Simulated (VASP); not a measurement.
# Mo (Im-3m) in VASP: notebook, part 2 of 2

VASP 6.6.1.

### Step 3. Relaxation of cell and atoms, PBE

This run uses another cell than the first one, of 15.81 Å³/atom, 1.015 times its volume.

File INCAR:

```
PREC = Accurate
ENCUT = 700
EDIFF = 1E-7
ISMEAR = 0
SIGMA = 0.1
LREAL = F
LASPH = T
NELM = 80
ALGO = Normal
ISIF = 3
LWAVE = F
LCHARG = F
GGA = PE
IBRION = 2
NSW = 80
EDIFFG = -0.002
```

File KPOINTS:

```
regular mesh
0
Gamma
  18 18 18
```

File POSCAR:

```
Mo                                      
1.0
   -1.5811890321      1.5811890321      1.5811890321
    1.5811890321     -1.5811890321      1.5811890321
    1.5811890321      1.5811890321     -1.5811890321
  Mo            
     1
Direct
     0.0000000000000000    0.0000000000000000    0.0000000000000000
```

Potentials or basis: VASP PAW PBE potentials, release 64 (Mo_sv).

On the command line:

```
cat potpaw_PBE.64/Mo_sv/POTCAR > POTCAR
mpirun -np 1 vasp_std > vasp.out
```

OUTCAR:

```text
PREC = Accurate
   ENCUT = 700
   EDIFF = 1E-7
   ISMEAR = 0
   LREAL = F
   LASPH = T
   NELM = 80
   ISIF = 3
   GGA = PE
   IBRION = 2
   NSW = 80
   EDIFFG = -0.002

 ion  position               nearest neighbor table
   1  0.000  0.000  0.000-

  LATTYP: Found a body centered cubic cell.
 ALAT       =     3.1623780642

  Lattice vectors:

 A1 = (  -1.5811890321,   1.5811890321,   1.5811890321)
 A2 = (   1.5811890321,  -1.5811890321,   1.5811890321)
 A3 = (   1.5811890321,   1.5811890321,  -1.5811890321)

Analysis of symmetry for initial positions (statically):
=====================================================================
 Subroutine PRICEL returns:
 Original cell was already a primitive cell.

 Routine SETGRP: Setting up the symmetry group for a
 body centered cubic supercell.

 Subroutine GETGRP returns: Found 48 space group operations
 (whereof 48 operations were pure point group operations)
 out of a pool of 48 trial point group operations.

The static configuration has the point symmetry O_h .

Analysis of symmetry for dynamics (positions and initial velocities):
=====================================================================
 Subroutine PRICEL returns:
 Original cell was already a primitive cell.

 Routine SETGRP: Setting up the symmetry group for a
 body centered cubic supercell.

 Subroutine GETGRP returns: Found 48 space group operations
 (whereof 48 operations were pure point group operations)
 out of a pool of 48 trial point group operations.

The dynamic configuration has the point symmetry O_h .

 Subroutine INISYM returns: Found 48 space group operations
 (whereof 48 operations are pure point group operations),
 and found     1 'primitive' translations

----------------------------------------------------------------------------------------

                                     Primitive cell

  volume of cell :      15.8129

[... 126 lines left out ...]

 number of electron      14.0000002 magnetization

 Free energy of the ion-electron system (eV)
  ---------------------------------------------------
  ext. energy  EPLUGINS =         0.00000000
  ---------------------------------------------------
  free energy    TOTEN  =       -10.93528819 eV

  energy without entropy =      -10.93261310  energy(sigma->0) =      -10.93395064

------------------------ aborting loop because EDIFF is reached ----------------------------------------

  FORCE on cell =-STRESS in cart. coord.  units (eV):
  Direction    XX          YY          ZZ          XY          YZ          ZX
  --------------------------------------------------------------------------------------
  -------------------------------------------------------------------------------------
  Total        0.0031565      0.0031565      0.0031565     -0.0000000      0.0000000     -0.0000000
  in kB        0.3198177      0.3198177      0.3198177     -0.0000000      0.0000000     -0.0000000
  external PRESSURE =       0.3198177 kB  Pullay stress =       0.0000000 kB
[... 57 lines left out ...]
--------------------------------------- Ionic step        3  -------------------------------------------

 number of electron      14.0000002 magnetization

 Free energy of the ion-electron system (eV)
  ---------------------------------------------------
  ext. energy  EPLUGINS =         0.00000000
  ---------------------------------------------------
  free energy    TOTEN  =       -10.93528809 eV

  energy without entropy =      -10.93261196  energy(sigma->0) =      -10.93395002

 E-fermi :  12.4241     XC(G=0): -13.3250

 val. band max:       12.4025082334   @ k =   0.3889   0.1111   0.0000
 cond. band min:      12.4284603746   @ k =  -0.3889   0.4444   0.2778
 fundamental gap:      0.0259521412
 Fermi energy:        12.4241350908

 k-point     1 :       0.0000    0.0000    0.0000
  band No.  band energies     occupation
      1     -48.8726      2.00000
      2     -22.1663      2.00000
      3     -22.1663      2.00000
      4     -22.1663      2.00000
      5       5.2106      2.00000
      6      11.0651      2.00000
      7      11.0651      2.00000
      8      11.0651      2.00000
      9      14.0480      0.00000
     10      14.0480      0.00000
     11      27.2217      0.00000
[... 309 lines left out ...]
 k-point    24 :       0.3889    0.1111    0.0000
  band No.  band energies     occupation
      1     -48.6200      2.00000
      2     -23.4318      2.00000
      3     -22.6345      2.00000
      4     -22.2355      2.00000
      5       7.5596      2.00000
      6       9.2143      2.00000
      7      12.4025      1.24028
      8      13.9477      0.00000
      9      15.0626      0.00000
     10      17.7118      0.00000
     11      23.9652      0.00000

 [... further k-points ...]

------------------------ aborting loop because EDIFF is reached ----------------------------------------

  FORCE on cell =-STRESS in cart. coord.  units (eV):
  Direction    XX          YY          ZZ          XY          YZ          ZX
  --------------------------------------------------------------------------------------
  -------------------------------------------------------------------------------------
  Total        0.0006320      0.0006320      0.0006320      0.0000000      0.0000000      0.0000000
  in kB        0.0640265      0.0640265      0.0640265      0.0000000      0.0000000      0.0000000
  external PRESSURE =       0.0640265 kB  Pullay stress =       0.0000000 kB
[... 16 lines left out ...]
  FREE ENERGIE OF THE ION-ELECTRON SYSTEM (eV)
  ---------------------------------------------------
  free  energy   TOTEN  =       -10.9352880919 eV

  energy  without entropy=      -10.9326119555  energy(sigma->0) =      -10.93395002

 reached required accuracy - stopping structural energy minimisation
```

OSZICAR:

```text
N       E                     dE             d eps       ncg     rms          rms(c)
DAV:   1     0.113574884309E+03    0.11357E+03   -0.98030E+03  4314   0.164E+03
DAV:   2    -0.980128767572E+01   -0.12338E+03   -0.11949E+03  4650   0.389E+02
DAV:   3    -0.115963147182E+02   -0.17950E+01   -0.17768E+01  4919   0.468E+01
DAV:   4    -0.116023448074E+02   -0.60301E-02   -0.60259E-02  4679   0.304E+00
[... 16 lines left out ...]
DAV:   1    -0.109353135913E+02   -0.27365E-04   -0.64288E-04  4464   0.362E-01    0.544E-02
DAV:   2    -0.109352886288E+02    0.24963E-04   -0.51345E-05  4437   0.908E-02    0.939E-03
DAV:   3    -0.109352870973E+02    0.15315E-05   -0.74127E-06  4635   0.338E-02    0.825E-03
DAV:   4    -0.109352880674E+02   -0.97001E-06   -0.12289E-07  3529   0.428E-03    0.380E-04
DAV:   5    -0.109352880919E+02   -0.24506E-07   -0.15163E-08  2238   0.163E-03
   3 F= -.10935288E+02 E0= -.10933950E+02  d E =0.931609E-07
```

Run time: 65 s. Hardware: 1 thread of Intel Xeon Platinum 8175M at 2.50GHz (Skylake/Cascade Lake), shared host; peak memory 0.19 GiB.

Results:

```yaml
Free_energy: -10.9353 eV
Energy_gained_by_relaxing: 0.0 meV/atom
Ionic_steps: 3
Pressure_after_relaxing: 0.0 GPa
Band_gap_on_the_k_mesh: none (metal or under the smearing width)
```

Final structure:
```
CELL_PARAMETERS angstrom
-1.58123 1.58123 1.58123
1.58123 -1.58123 1.58123
1.58123 1.58123 -1.58123
ATOMIC_POSITIONS crystal
Mo 0.00000 0.00000 0.00000
```

### Step 4. Single point, PBE

This run uses another cell than the first one, of 15.81 Å³/atom, 1.015 times its volume.

File INCAR:

```
SYSTEM = Mo
ALGO     = Normal         ! electronic algorithm
EDIFF    = 1E-7           ! SCF threshold, eV
ENCUT    = 700            ! plane-wave cutoff, eV
GGA      = PE             ! functional
ISIF     = 2              ! what is computed and relaxed
ISMEAR   = 0              ! smearing method
LASPH    = .TRUE.         ! aspherical terms in the spheres
LCHARG   = .FALSE.        ! write CHGCAR
LREAL    = .FALSE.        ! projectors in reciprocal space
LWAVE    = .FALSE.        ! write WAVECAR
NBANDS   = 13             ! bands
NELM     = 80             ! most SCF steps
PREC     = Accurate       ! precision mode
SIGMA    = 0.1            ! smearing width, eV
```

File KPOINTS:

```
k-points
0
G
  18 18 18
  0 0 0
```

File POSCAR:

```
Mo                                      
1.0
   -1.5812286391      1.5812286391      1.5812286391
    1.5812286391     -1.5812286391      1.5812286391
    1.5812286391      1.5812286391     -1.5812286391
  Mo            
     1
Direct
     0.0000000000000000    0.0000000000000000    0.0000000000000000
```

On the command line:

```
cat potpaw_PBE.64/Mo_sv/POTCAR > POTCAR
mpirun -np 1 vasp_std > vasp.out
```

It took 46 s on 1 thread of Intel Xeon Platinum 8175M at 2.50GHz (Skylake/Cascade Lake), shared host; peak memory 0.18 GiB.

It converged, with:

* Free energy: -10.9353 eV
* Pressure: 0.0 GPa
* Band gap on the k mesh: none (metal or under the smearing width)

Levels at points of the mesh, in eV from the Fermi level:
```
           k point  band 3  band 4  band 5  band 6  band 7  band 8  band 9  band 10  band 11  band 12
(0.00, 0.00, 0.00)  -34.59  -34.59   -7.21   -1.36   -1.36   -1.36    1.62     1.62    14.80    14.80
(0.50, 0.00, 0.00)  -35.02  -34.60   -5.27   -3.36    1.57    1.65    2.27     4.64    11.45    11.92
(0.50, 0.50, 0.50)  -35.52  -35.52   -5.37   -5.37    3.90    3.90    3.90     8.96     8.96     8.96
```

### Step 5. Single point, PBE (a relaxed cell with its volume scaled by 0.97)

INCAR is that of step 4.

KPOINTS is that of step 4.

File POSCAR:

```
Mo                                      
1.0
   -1.5652555406      1.5652555406      1.5652555406
    1.5652555406     -1.5652555406      1.5652555406
    1.5652555406      1.5652555406     -1.5652555406
  Mo            
     1
Direct
     0.0000000000000000    0.0000000000000000    0.0000000000000000
```

On the command line:

```
cat potpaw_PBE.64/Mo_sv/POTCAR > POTCAR
mpirun -np 1 vasp_std > vasp.out
```

Run time: 39 s. Hardware: 1 thread of Intel Xeon Platinum 8175M at 2.50GHz (Skylake/Cascade Lake), shared host; peak memory 0.18 GiB.

The run converged. Its results:

| Quantity | Value |
| --- | --- |
| Free energy | -10.9230 eV |
| Pressure | 8.5 GPa |
| Band gap on the k mesh | none (metal or under the smearing width) |

Levels at points of the mesh, in eV from the Fermi level:
```csv
k point,band 3,band 4,band 5,band 6,band 7,band 8,band 9,band 10,band 11,band 12
"(0.00, 0.00, 0.00)",-34.53,-34.53,-7.32,-1.43,-1.43,-1.43,1.67,1.67,14.84,14.84
"(0.50, 0.00, 0.00)",-35.00,-34.55,-5.46,-3.52,1.67,1.71,2.36,4.85,11.92,11.97
"(0.50, 0.50, 0.50)",-35.55,-35.55,-5.61,-5.61,4.06,4.06,4.06,9.19,9.19,9.19
```

### Step 6. Overview

```tsv
task	cell	gap on the mesh (eV)	pressure (GPa)
relaxation of cell and atoms	relaxed	none	0.0
single point	as given	none	0.0
single point	a relaxed cell with its volume scaled by 0.97	none	8.5
```

Alike in all rows: level PBE; potentials or basis VASP PAW PBE potentials, release 64 (Mo_sv); no spin polarisation; k mesh 18 × 18 × 18; cutoff (eV) 700; smearing gaussian 0.1 eV.

Total energies depend on the potentials used, so only differences within one code and one set of settings carry meaning.
